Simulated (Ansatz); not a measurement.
# MnS: experiment and calculation

**Experimental background.**

From a printed reference work, textbook, for a bulk crystal of MnS: lattice constant a 3.976 Å.

The results are compared with them further down.

Method: DFT r2SCAN, scalar-relativistic, plane waves, PAW in Ansatz 0.2.0.

Settings: cutoff 500 eV, Γ-centred mesh 12×12×4 on the computed 4-atom cell, Gaussian smearing of 0.02 eV; collinear spin from starting moments 4.76 4.76 0.12 0.12 μB.

Relaxed structure, symmetry kept:

```cif
data_structure
_symmetry_space_group_name_H-M 'P6_3mc'
_symmetry_Int_Tables_number 186
_cell_length_a 4.0101
_cell_length_b 4.0101
_cell_length_c 6.4632
_cell_angle_alpha 90.000
_cell_angle_beta 90.000
_cell_angle_gamma 120.000
_cell_volume 90.01
loop_
_atom_site_label
_atom_site_type_symbol
_atom_site_symmetry_multiplicity
_atom_site_Wyckoff_symbol
_atom_site_fract_x
_atom_site_fract_y
_atom_site_fract_z
_atom_site_occupancy
Mn1 Mn 2 b 0.33333 0.66667 0.00302 1
S1 S 2 b 0.33333 0.66667 0.38198 1
```

```
Space group                                                                                                                                 : P6_3mc (No. 186)
Volume per atom                                                                                                                             : 22.50 Å³
Formation energy from the elements' standard states (uncorrected)                                                                           : -1.085 eV/atom
Generalised Kohn–Sham band gap                                                                                                              : 0.90 eV, indirect from Γ to (0.000, 0.391, 0.000)
Löwdin character of the top 1 eV of the valence band                                                                                        : S 3p 62 %, Mn 3d 35 %
Löwdin character of the lowest 1 eV of the conduction band                                                                                  : Mn 3d 87 %, unprojected 10 %
Electron masses at the edge by Cartesian direction of the standard setting (m_e; degenerate bands sorted by energy; no spin-orbit coupling) : x: 2.0; y: 1.4; z: 1.3
Hole masses at the edge by Cartesian direction of the standard setting (m_e; degenerate bands sorted by energy; no spin-orbit coupling)     : x: 1.3, 0.20; y: 1.3, 0.20; z: 1.4, 1.4
Bader charges (e)                                                                                                                           : Mn (2 in the cell) 1.25, S (2 in the cell) -1.25
Total moment                                                                                                                                : 10.00 μB per cell
Site moments (μB; atoms counted from 1 over the whole cell)                                                                                 : Mn (atom 1) 4.33, Mn (atom 2) 4.33, S (atom 3) 0.11, S (atom 4) 0.11
```

The state reached may not be the lowest one. The run saw a state lower than the one given here.

Only this magnetic start was tried.

Measured lattice constant a of MnS: 3.976 Å (a printed reference work, textbook). This calculation gives 4.010 Å (+0.9 %). The calculation is for 0 K without zero-point motion. The calculated magnetic order may not be the real one, and cell, gap and energy hang on it, so these differences aren't the functional's alone.

This wurtzite form isn't the usual stable structure of the compound.

Cost: 3 runs of about 11 core-minutes in all, on Intel Xeon Processor @ 2.50GHz (Skylake/Cascade Lake) (shared hosts).